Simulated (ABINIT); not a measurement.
## HfC: equation of state with PBE

HfC:

```
CELL_PARAMETERS angstrom
2.43943 0.00000 0.00000
0.00000 4.69500 0.00000
0.00000 0.00000 2.56227
ATOMIC_POSITIONS crystal
Hf 0.00000 0.00000 0.00000
C 0.00000 0.50000 0.75000
```

The cell was built by a generator and needn't be a form met in nature.

| Quantity | Value |
| --- | --- |
| Program | ABINIT 10.8.3 (patched build) |
| Task | equation of state |
| Functional | PBE |
| Potentials or basis | JTH PAW PBE v2.0 |
| Cutoff | 517 eV |
| k mesh | 11 × 6 × 10 |
| Occupations | fermi-dirac, width 0.05 eV |
| Spin | no spin polarisation |

The equilibrium volume is 16.09 Å³/atom (rough: see the caveat) and the bulk modulus at fixed shape and positions is 103 GPa (rough).

Energy against volume, from the lowest point:
```
volume (Å³/atom)  energy (meV/atom)
          13.793             126.72
          14.086              91.79
          14.380              63.05
          14.673              39.92
          14.966              22.02
          15.260               8.78
          15.553               0.00
```

It took 3.9 min on 1 thread of Arm Neoverse V1 (shared host), peak memory 0.18 GiB.

Caveat: pressures at fixed basis lie under the slope of the energies; the minimum lies outside the volumes run; the cell was scaled at fixed shape and fractional positions, which overstates the stiffness of a crystal with free parameters, most of all of layers and chains; the atomic spheres overlap. The run has no spin-orbit coupling, so splittings on Hf are missing.
